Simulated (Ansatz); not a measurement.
## Run times of several calculations on Zn2InGaO5

Cell: 18 atoms, space group P6_3/mmc, a = 3.346 Å, b = 3.346 Å, c = 22.745 Å, α = 90.00°, β = 90.00°, γ = 120.00°.

All runs are DFT with Ansatz 0.2.0 on 1 thread of Arm Neoverse V2 (aarch64; 8 cores open to the job, memory cap 2.5 GiB, no GPU), a shared host.

(1) Rank the runs by wall time, shortest first.
A. single point, PBE with spin–orbit coupling, 420 eV, 7×7×1 k-points, smearing 0.02 eV
B. single point, PBE, 420 eV, 7×7×1 k-points, smearing 0.02 eV
C. single point, r2SCAN, 500 eV, 7×7×1 k-points, smearing 0.02 eV

Answers

(1) B (18 s, 0.66 GiB), C (36 s, 1.1 GiB), A (3.3 min, 1.6 GiB).
